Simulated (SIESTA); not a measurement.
N:

```
N
1.0
     5.56052    0.00000    0.00000
     0.00000    5.56052    0.00000
     0.00000    0.00000    5.56052
N
8
Direct
  0.05740 0.44260 0.55740
  0.44260 0.55740 0.05740
  0.55740 0.05740 0.44260
  0.94260 0.94260 0.94260
  0.94260 0.55740 0.44260
  0.55740 0.44260 0.94260
  0.44260 0.94260 0.55740
  0.05740 0.05740 0.05740
```

Base run:

| Quantity | Value |
| --- | --- |
| Program | SIESTA 5.4.2 |
| Functional | PBE |
| Potentials or basis | PseudoDojo 0.4 standard (PBE files) |
| Basis | DZP (energy shift 0.003 Ry) |
| Grid cutoff | 800 Ry |
| Energy shift | 0.003 Ry |
| k mesh | 5 × 5 × 5 |
| Occupations | fermi-dirac, width 0.05 eV |
| Spin | no spin polarisation |

Its results: band gap on the k mesh 7.37 eV, indirect (least direct gap 7.40 eV); pressure 5.2 GPa; largest force 4.130 eV/Å.

Problem. The run is repeated on the same cell with these changes: functional from PBE to LDA; potentials or basis from PseudoDojo 0.4 standard (PBE files) to PseudoDojo 0.4 standard (LDA files). What comes out?

Solution. Band gap on the k mesh 7.21 eV, indirect (least direct gap 7.24 eV); pressure 2.8 GPa; largest force 3.313 eV/Å.

Caveats: the basis of atomic orbitals isn't converged, which shifts pressures, moduli and gaps; forces of over 1 eV/Å show positions far from the minimum, so gaps and moduli don't describe the material at rest.

Not every run made on this cell is shown here.
